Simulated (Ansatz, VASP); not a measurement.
## Two plane-wave programs on SnSe

```
CELL_PARAMETERS angstrom
4.55603 0.00000 0.00000
0.00000 4.55603 0.00000
0.00000 0.00000 11.02553
ATOMIC_POSITIONS crystal
Sn 0.50000 0.00000 0.37296
Sn 0.00000 0.50000 0.62704
Se 0.50000 0.00000 0.61225
Se 0.00000 0.50000 0.38775
```

Alike in both runs: task single point; functional PBEsol; k mesh 6 × 6 × 4; occupations gaussian, width 0.02 eV; no spin polarisation.

|  | VASP | Ansatz |
| --- | --- | --- |
| version | VASP 6.6.1 | Ansatz 0.2.0 |
| potentials or method | VASP PAW PBE potentials, release 64 (Sn_d, Se) | scalar-relativistic, plane waves, PAW |
| plane-wave cutoff (eV) | 520 | 420 |
| valence electrons in the cell | 40 | 60 |

```csv
,VASP,Ansatz,Ansatz less VASP
gap on the k mesh at the Fermi level (eV),1.43,1.43,+0.005
least direct gap on the mesh (eV),1.43,1.43,+0.005
rms of the force components (eV/Å),0.111,0.113,+0.0018
```

Atom by atom the forces differ by 0.010 eV/Å (rms over components). The two sets of potentials don't hold the same shells in valence.

Caveats: the PAW data sets were made with another functional, which shifts forces and pressure a little (VASP); spin-orbit coupling is left out, which moves the levels of the heavy elements.
